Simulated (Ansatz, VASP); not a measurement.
## NaH6: VASP beside Ansatz

```xyz
7
Lattice="3.6376 0.0000 0.0000 0.0000 3.6376 0.0000 0.0000 0.0000 3.6376" Properties=species:S:1:pos:R:3 pbc="T T T"
Na    1.8188    1.8188    1.8188
H     0.0000    1.8188    1.8188
H     1.8188    0.0000    1.8188
H     1.8188    1.8188    0.0000
H     1.8188    0.0000    0.0000
H     0.0000    1.8188    0.0000
H     0.0000    0.0000    1.8188
```

Alike in both runs: functional PBE; k mesh 4 × 4 × 4; occupations gaussian, width 0.1 eV; no spin polarisation.

Ansatz relaxed the structure, and its values are those at the end. VASP's run is a single point on that final structure, the one shown.

```csv
,VASP,Ansatz
version,VASP 6.6.1,Ansatz 0.2.0
potentials or method,"VASP PAW PBE potentials, release 64 (Na_pv, H)","scalar-relativistic, plane waves, PAW"
plane-wave cutoff (eV),520,420
valence electrons in the cell,13,15
```

|  | VASP | Ansatz | Ansatz less VASP |
| --- | --- | --- | --- |
| gap on the k mesh at the Fermi level (eV) | none | none | - |
| pressure (GPa) | 0.1 | 0.1 | +0.02 |

A gap of «none» marks a metal or a gap that the smearing closes. The two sets of potentials don't hold the same shells in valence.

Caveats: the k mesh is coarse (spacing up to 0.43 Å⁻¹), so the values aren't converged.
